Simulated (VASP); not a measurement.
# SiO2 (Cristobalite) (P4_12_12) in VASP: further runs

Aim: see how the results for SiO2 (Cristobalite) move with the level of theory and the settings. Levels: revPBE, PBEsol. Tasks: band structure, dielectric tensor, optical spectrum, density of states, electric field gradients.

All numbers are computed with VASP 6.6.1; they aren't measurements. Logs are shortened: lines on timing, memory, paths and dates and some standing lists are left out, and cuts for length are marked.

## 1. Starting point

Symmetry: P4_12_12, No. 92, tetragonal system. Conventional cell: a = 4.982 Å, b = 4.982 Å, c = 6.963 Å, α = 90.00°, β = 90.00°, γ = 90.00°. Around Si (site symmetry 2) lie 4 O at 1.60 to 1.61 Å. O (site symmetry 1) has 2 Si at 1.60 to 1.61 Å as nearest neighbours.

## 2. Band structure, revPBE

The input, POSCAR:

```
SiO2
1.0
    4.9820000000      0.0000000000      0.0000000000
    0.0000000000      4.9820000000      0.0000000000
    0.0000000000      0.0000000000      6.9630000000
Si O
4 8
Direct
    0.7989700000      0.2010300000      0.7500000000
    0.7010300000      0.7010300000      0.5000000000
    0.2010300000      0.7989700000      0.2500000000
    0.2989700000      0.2989700000      0.0000000000
    0.1034700000      0.2398900000      0.8218700000
    0.2601100000      0.6034700000      0.0718700000
    0.8965300000      0.7601100000      0.3218700000
    0.7398900000      0.3965300000      0.5718700000
    0.6034700000      0.2601100000      0.9281300000
    0.7601100000      0.8965300000      0.6781300000
    0.3965300000      0.7398900000      0.4281300000
    0.2398900000      0.1034700000      0.1781300000
```

The input, INCAR.step1:

```
SYSTEM = SiO2
PREC = Accurate
ENCUT = 520
EDIFF = 1E-6
ISMEAR = -1
SIGMA = 0.05
LREAL = .FALSE.
LASPH = .TRUE.
NELM = 80
ALGO = Normal
ISIF = 2
LWAVE = .FALSE.
LCHARG = .TRUE.
GGA = RE
```

The input, KPOINTS.step1:

```
regular mesh
0
G
  6 6 4
  0 0 0
```

The input, INCAR.step2:

```
SYSTEM = SiO2
PREC = Accurate
ENCUT = 520
EDIFF = 1E-6
ISMEAR = 0
SIGMA = 0.05
LREAL = .FALSE.
LASPH = .TRUE.
NELM = 80
ALGO = Normal
ISIF = 2
LWAVE = .FALSE.
LCHARG = .FALSE.
GGA = RE
ICHARG = 11
```

The input, KPOINTS.step2:

```
path GXMGZRAZ,XR,MA
20
line-mode
reciprocal
 0.0000000000  0.0000000000  0.0000000000  G
 0.0000000000  0.5000000000  0.0000000000  X

 0.0000000000  0.5000000000  0.0000000000  X
 0.5000000000  0.5000000000  0.0000000000  M

 0.5000000000  0.5000000000  0.0000000000  M
 0.0000000000  0.0000000000  0.0000000000  G

 0.0000000000  0.0000000000  0.0000000000  G
 0.0000000000  0.0000000000  0.5000000000  Z

 0.0000000000  0.0000000000  0.5000000000  Z
 0.0000000000  0.5000000000  0.5000000000  R

 0.0000000000  0.5000000000  0.5000000000  R
 0.5000000000  0.5000000000  0.5000000000  A

 0.5000000000  0.5000000000  0.5000000000  A
 0.0000000000  0.0000000000  0.5000000000  Z

 0.0000000000  0.5000000000  0.0000000000  X
 0.0000000000  0.5000000000  0.5000000000  R

 0.5000000000  0.5000000000  0.0000000000  M
 0.5000000000  0.5000000000  0.5000000000  A
```

Potentials or basis: VASP PAW PBE potentials, release 64 (Si, O).

On the command line:

```
cat potpaw_PBE.64/Si/POTCAR potpaw_PBE.64/O/POTCAR > POTCAR
cp INCAR.step1 INCAR
cp KPOINTS.step1 KPOINTS
mpirun -np 1 vasp_std > vasp.out
cp INCAR.step2 INCAR
cp KPOINTS.step2 KPOINTS
mpirun -np 1 vasp_std > vasp.out
```

OUTCAR:

```text
SYSTEM = SiO2
   PREC = Accurate
   ENCUT = 520
   EDIFF = 1E-6
   ISMEAR = 0
   LREAL = .FALSE.
   LASPH = .TRUE.
   NELM = 80
   ISIF = 2
   GGA = RE
   ICHARG = 11

 ion  position               nearest neighbor table
   1  0.799  0.201  0.750-   8 1.60   9 1.60   5 1.61  10 1.61   2 3.08   4 3.08   2 3.08   4 3.08

   2  0.701  0.701  0.500-   7 1.60  10 1.60   8 1.61  11 1.61   1 3.08   3 3.08   1 3.08   3 3.08

   3  0.201  0.799  0.250-   6 1.60  11 1.60   7 1.61  12 1.61   2 3.08   4 3.08   4 3.08   2 3.08

   4  0.299  0.299  0.000-   5 1.60  12 1.60   9 1.61   6 1.61   1 3.08   3 3.08   3 3.08   1 3.08

   5  0.103  0.240  0.822-   4 1.60   1 1.61
   6  0.260  0.603  0.072-   3 1.60   4 1.61
   7  0.897  0.760  0.322-   2 1.60   3 1.61
   8  0.740  0.397  0.572-   1 1.60   2 1.61
   9  0.603  0.260  0.928-   1 1.60   4 1.61
  10  0.760  0.897  0.678-   2 1.60   1 1.61
  11  0.397  0.740  0.428-   3 1.60   2 1.61
  12  0.240  0.103  0.178-   4 1.60   3 1.61

  LATTYP: Found a simple tetragonal cell.
 ALAT       =     4.9820000000
 C/A-ratio  =     1.3976314733

  Lattice vectors:

 A1 = (   4.9820000000,   0.0000000000,   0.0000000000)
 A2 = (   0.0000000000,   4.9820000000,   0.0000000000)
 A3 = (   0.0000000000,   0.0000000000,   6.9630000000)

Analysis of symmetry for initial positions (statically):
=====================================================================
 Subroutine PRICEL returns:
 Original cell was already a primitive cell.

 Routine SETGRP: Setting up the symmetry group for a
 simple tetragonal supercell.

 Subroutine GETGRP returns: Found  8 space group operations
 (whereof  2 operations were pure point group operations)
 out of a pool of 16 trial point group operations.

The static configuration has the point symmetry C_2 .
 The point group associated with its full space group is D_4 .

Analysis of symmetry for dynamics (positions and initial velocities):
=====================================================================
 Subroutine PRICEL returns:
 Original cell was already a primitive cell.

 Routine SETGRP: Setting up the symmetry group for a
 simple tetragonal supercell.

 Subroutine GETGRP returns: Found  8 space group operations
 (whereof  2 operations were pure point group operations)
 out of a pool of 16 trial point group operations.

The dynamic configuration has the point symmetry C_2 .
 The point group associated with its full space group is D_4 .

 Subroutine INISYM returns: Found  8 space group operations
 (whereof  2 operations are pure point group operations),
 and found     1 'primitive' translations

----------------------------------------------------------------------------------------

                                     Primitive cell

  volume of cell :     172.8239

  direct lattice vectors                    reciprocal lattice vectors
     4.982000000  0.000000000  0.000000000     0.200722601  0.000000000  0.000000000
     0.000000000  4.982000000  0.000000000     0.000000000  0.200722601  0.000000000
     0.000000000  0.000000000  6.963000000     0.000000000  0.000000000  0.143616257

  length of vectors
     4.982000000  4.982000000  6.963000000     0.200722601  0.200722601  0.143616257

  position of ions in fractional coordinates (direct lattice)
     0.798970000  0.201030000  0.750000000
     0.701030000  0.701030000  0.500000000
     0.201030000  0.798970000  0.250000000
     0.298970000  0.298970000  0.000000000
     0.103470000  0.239890000  0.821870000
     0.260110000  0.603470000  0.071870000
     0.896530000  0.760110000  0.321870000
     0.739890000  0.396530000  0.571870000
     0.603470000  0.260110000  0.928130000
     0.760110000  0.896530000  0.678130000
     0.396530000  0.739890000  0.428130000
     0.239890000  0.103470000  0.178130000

  ion indices of the primitive-cell ions
   primitive index   ion index
                 1           1
                 2           2
                 3           3
                 4           4
                 5           5
                 6           6
                 7           7
                 8           8
                 9           9
                10          10
                11          11
                12          12

----------------------------------------------------------------------------------------

 KPOINTS: path GXMGZRAZ,XR,MA

Interpolating k-points between supplied coordinates.

 Line segments in fractional coordinates (reciprocal lattice):
    0.000000  0.000000  0.000000  ...  0.000000  0.500000  0.000000
    0.000000  0.500000  0.000000  ...  0.500000  0.500000  0.000000
    0.500000  0.500000  0.000000  ...  0.000000  0.000000  0.000000
    0.000000  0.000000  0.000000  ...  0.000000  0.000000  0.500000
    0.000000  0.000000  0.500000  ...  0.000000  0.500000  0.500000
    0.000000  0.500000  0.500000  ...  0.500000  0.500000  0.500000
    0.500000  0.500000  0.500000  ...  0.000000  0.000000  0.500000
    0.000000  0.500000  0.000000  ...  0.000000  0.500000  0.500000
    0.500000  0.500000  0.000000  ...  0.500000  0.500000  0.500000

 Generated    20 points on each line segment, for a total of    180 k-points:

 Following reciprocal coordinates:
            Coordinates               Weight
  0.000000  0.000000  0.000000      0.005556
  0.000000  0.026316  0.000000      0.005556
  0.000000  0.052632  0.000000      0.005556
  0.000000  0.078947  0.000000      0.005556
  0.000000  0.105263  0.000000      0.005556
  0.000000  0.131579  0.000000      0.005556
[... 16 lines left out ...]
  0.052632  0.500000  0.000000      0.005556
  0.078947  0.500000  0.000000      0.005556
 [... further k-points ...]
   k-points           NKPTS =    180   k-points in BZ     NKDIM =    180   number of bands    NBANDS=     39
   number of dos      NEDOS =    301   number of ions     NIONS =     12
   total plane-waves  NPLWV =  86400
   dimension x,y,z NGX =    40 NGY =   40 NGZ =   54
   dimension x,y,z NGXF=    80 NGYF=   80 NGZF=  108
   ions per type =               4   8
   NGX,Y,Z   is equivalent  to a cutoff of  13.35, 13.35, 12.89 a.u.
   NGXF,Y,Z  is equivalent  to a cutoff of  26.70, 26.70, 25.79 a.u.
 SYSTEM =  SiO2
   PREC   = accura    normal or accurate (medium, high low for compatibility)
   ISTART =      0    job   : 0-new  1-cont  2-samecut
   ICHARG =     11    charge: 1-file 2-atom 10-const
   ISPIN  =      1    spin polarized calculation?
   LNONCOLLINEAR =      F non collinear calculations
   LSORBIT =      F    spin-orbit coupling
   LASPH  =      T    aspherical Exc in radial PAW
   ENCUT  =  520.0 eV  38.22 Ry    6.18 a.u.   9.26  9.26 12.95*2*pi/ulx,y,z
   NELM   =     80;   NELMIN=  2; NELMDL=  0     # of ELM steps
   EDIFF  = 0.1E-05   stopping-criterion for ELM
   LREAL  =      F    real-space projection
   EDIFFG = 0.1E-04   stopping-criterion for IOM
   NSW    =      0    number of steps for IOM
   IBRION =     -1    ionic relax: 0-MD 1-quasi-New 2-CG
   NFREE  =      0    steps in history (QN), initial steepest desc. (CG)
   ISIF   =      2    stress and relaxation
   ISYM   =      2    0-nonsym 1-usesym 2-fastsym
   POTIM  = 0.5000    time-step for ionic-motion
   TEBEG  =    0.0;   TEEND  =   0.0 temperature during run
   PSTRESS=    0.0 pullay stress
   NELECT =      64.0000    total number of electrons
   NUPDOWN=      -1.0000    fix difference up-down
   EMIN   =  10.00;   EMAX   =-10.00  energy-range for DOS
   EFERMI =   0.00;   METHOD = LEGACY
   ISMEAR =     0;   SIGMA  =   0.05  broadening in eV -4-tet -1-fermi 0-gaus
   EFERMI_NEDOS =   21; number of points for ismear=-14 and -15
   IALGO  =     38    algorithm
   IMIX   =      4    mixing-type and parameters
     AMIX     =   0.40;   BMIX     =  1.00
     AMIX_MAG =   1.60;   BMIX_MAG =  1.00
  volume/ion in A,a.u.               =      14.40        97.19
  Fermi-wavevector in a.u.,A,eV,Ry     =   1.175620  2.221599 18.804365  1.382082
  Thomas-Fermi vector in A             =   2.311997
   LORBIT       =      0    0 simple, 1 ext, 2 COOP (PROOUT), +10 PAW based schemes
   GGA     = RE    functional components
   LHFCALC =     F    Hartree Fock is set to
   AEXX    =    0.0000 exact exchange contribution
   IVDW    =     0    specifies the selected vdW correction
   LEPSILON=     F    determine dielectric tensor
   LRPA    =     F    only Hartree local field effects (RPA)
 non-spin polarized calculation
 Gauss-broadening in eV      SIGMA  =   0.05
  energy-cutoff  :      520.00
  volume of cell :      172.82
 maximum number of plane-waves:      4694
 NGX is ok and might be reduce to    40

 number of electron      63.9999998 magnetization

 Free energy of the ion-electron system (eV)
  ---------------------------------------------------
  ext. energy  EPLUGINS =         0.00000000
  ---------------------------------------------------
  free energy    TOTEN  =       -91.44707235 eV

  energy without entropy =      -91.44707235  energy(sigma->0) =      -91.44707235

 E-fermi :   0.4643     XC(G=0):  -8.0759

 val. band max:        0.2004205335   @ k =   0.0000   0.0000   0.0000
 cond. band min:       6.1908862347   @ k =   0.0000   0.0000   0.0000
 fundamental gap:      5.9904657012
 Fermi energy:         0.4643380379

 k-point     1 :       0.0000    0.0000    0.0000
  band No.  band energies     occupation
      1     -19.3487      2.00000
      2     -18.4517      2.00000
      3     -18.4517      2.00000
      4     -17.2922      2.00000
      5     -17.2402      2.00000
      6     -17.2369      2.00000
[... 31 lines left out ...]
     38      10.0443      0.00000
     39      10.3115      0.00000

 k-point     2 :       0.0000    0.0263    0.0000
  band No.  band energies     occupation
      1     -19.3472      2.00000
      2     -18.4532      2.00000
      3     -18.4499      2.00000
      4     -17.2922      2.00000
      5     -17.2404      2.00000
      6     -17.2374      2.00000
[... 913 lines left out ...]
     38      10.2221      0.00000
     39      10.3737      0.00000

 k-point    24 :       0.0789    0.5000    0.0000
  band No.  band energies     occupation
      1     -18.8913      2.00000
      2     -18.8913      2.00000
      3     -17.9139      2.00000
      4     -17.9139      2.00000
      5     -17.3022      2.00000
      6     -17.3022      2.00000
[... 31 lines left out ...]
     38      10.2290      0.00000
     39      10.3979      0.00000

 [... further k-points ...]
[... 5 lines left out ...]
  --------------------------------------------------------------------------------------
  -------------------------------------------------------------------------------------
  Total        8.8157255      8.8157255      9.5291766      0.0000000      0.0000000     -0.0000000
  in kB       81.7268573     81.7268573     88.3409602      0.0000000      0.0000000     -0.0000000
  external PRESSURE =      83.9315583 kB  Pullay stress =       0.0000000 kB

 VOLUME and BASIS-vectors are now :
 -----------------------------------------------------------------------------
  energy-cutoff  :      520.00
  volume of cell :      172.82
      direct lattice vectors                 reciprocal lattice vectors
     4.982000000  0.000000000  0.000000000     0.200722601  0.000000000  0.000000000
     0.000000000  4.982000000  0.000000000     0.000000000  0.200722601  0.000000000
     0.000000000  0.000000000  6.963000000     0.000000000  0.000000000  0.143616257

 POSITION                                       TOTAL-FORCE (eV/Angst)
 -----------------------------------------------------------------------------------
      3.98047      1.00153      5.22225         0.121913     -0.121913      0.000000
      3.49253      3.49253      3.48150        -0.121913     -0.121913      0.000000
      1.00153      3.98047      1.74075        -0.121913      0.121913      0.000000
      1.48947      1.48947      0.00000         0.121913      0.121913      0.000000
      0.51549      1.19513      5.72268         0.128054     -0.089239     -0.462231
      1.29587      3.00649      0.50043         0.089239      0.128054     -0.462231
      4.46651      3.78687      2.24118        -0.128054      0.089239     -0.462231
      3.68613      1.97551      3.98193        -0.089239     -0.128054     -0.462231
      3.00649      1.29587      6.46257         0.128054      0.089239      0.462231
      3.78687      4.46651      4.72182         0.089239     -0.128054      0.462231
      1.97551      3.68613      2.98107        -0.128054     -0.089239      0.462231
      1.19513      0.51549      1.24032        -0.089239      0.128054      0.462231
 -----------------------------------------------------------------------------------
    total drift:                                0.000000     -0.000000      0.000000

  FREE ENERGIE OF THE ION-ELECTRON SYSTEM (eV)
  ---------------------------------------------------
  free  energy   TOTEN  =       -91.4470723547 eV

  energy  without entropy=      -91.4470723547  energy(sigma->0) =      -91.44707235
```

It took 5.4 min on 1 thread of Intel Xeon 6975P-C (Granite Rapids), shared host; peak memory 0.86 GiB.

What came out:

```
Band gap on the k mesh  : 5.99 eV, direct
Band gap along the path : 5.99 eV, direct
```

Levels at the corners of the path, in eV from the valence-band top:
| point | band 28 | band 29 | band 30 | band 31 | band 32 | band 33 | band 34 | band 35 | band 36 | band 37 |
| --- | --- | --- | --- | --- | --- | --- | --- | --- | --- | --- |
| Γ | -1.19 | -0.66 | -0.27 | -0.27 | 0.00 | 5.99 | 9.02 | 9.02 | 9.44 | 9.44 |
| X | -1.02 | -0.65 | -0.65 | -0.47 | -0.47 | 8.01 | 8.01 | 9.49 | 9.49 | 10.01 |
| X | -1.02 | -0.65 | -0.65 | -0.47 | -0.47 | 8.01 | 8.01 | 9.49 | 9.49 | 10.01 |
| M | -1.34 | -0.60 | -0.60 | -0.55 | -0.55 | 8.97 | 8.97 | 9.08 | 9.08 | 10.09 |
| M | -1.34 | -0.60 | -0.60 | -0.55 | -0.55 | 8.97 | 8.97 | 9.08 | 9.08 | 10.09 |
| Γ | -1.19 | -0.66 | -0.27 | -0.27 | 0.00 | 5.99 | 9.02 | 9.02 | 9.44 | 9.44 |
| Γ | -1.19 | -0.66 | -0.27 | -0.27 | 0.00 | 5.99 | 9.02 | 9.02 | 9.44 | 9.44 |
| Z | -0.78 | -0.51 | -0.51 | -0.39 | -0.39 | 7.22 | 7.22 | 9.62 | 9.62 | 9.81 |
| Z | -0.78 | -0.51 | -0.51 | -0.39 | -0.39 | 7.22 | 7.22 | 9.62 | 9.62 | 9.81 |
| R | -0.98 | -0.94 | -0.94 | -0.17 | -0.17 | 8.29 | 8.29 | 9.25 | 9.25 | 9.53 |
| R | -0.98 | -0.94 | -0.94 | -0.17 | -0.17 | 8.29 | 8.29 | 9.25 | 9.25 | 9.53 |
| A | -1.35 | -0.64 | -0.64 | -0.64 | -0.64 | 9.49 | 9.49 | 9.49 | 9.49 | 10.07 |
| A | -1.35 | -0.64 | -0.64 | -0.64 | -0.64 | 9.49 | 9.49 | 9.49 | 9.50 | 10.07 |
| Z | -0.78 | -0.51 | -0.51 | -0.39 | -0.39 | 7.22 | 7.22 | 9.62 | 9.62 | 9.81 |
| X | -1.02 | -0.65 | -0.65 | -0.47 | -0.47 | 8.01 | 8.01 | 9.49 | 9.49 | 10.01 |
| R | -0.98 | -0.94 | -0.94 | -0.17 | -0.17 | 8.29 | 8.29 | 9.25 | 9.25 | 9.53 |
| M | -1.34 | -0.60 | -0.60 | -0.55 | -0.55 | 8.97 | 8.97 | 9.08 | 9.08 | 10.09 |
| A | -1.35 | -0.64 | -0.64 | -0.64 | -0.64 | 9.49 | 9.49 | 9.49 | 9.50 | 10.07 |

Caveat: the log is that of the step along the path at fixed density, whose energy, stress, charges and moments have no meaning; the PAW data sets were made with another functional, which shifts forces and pressure a little.

[end of part 1 of 3]
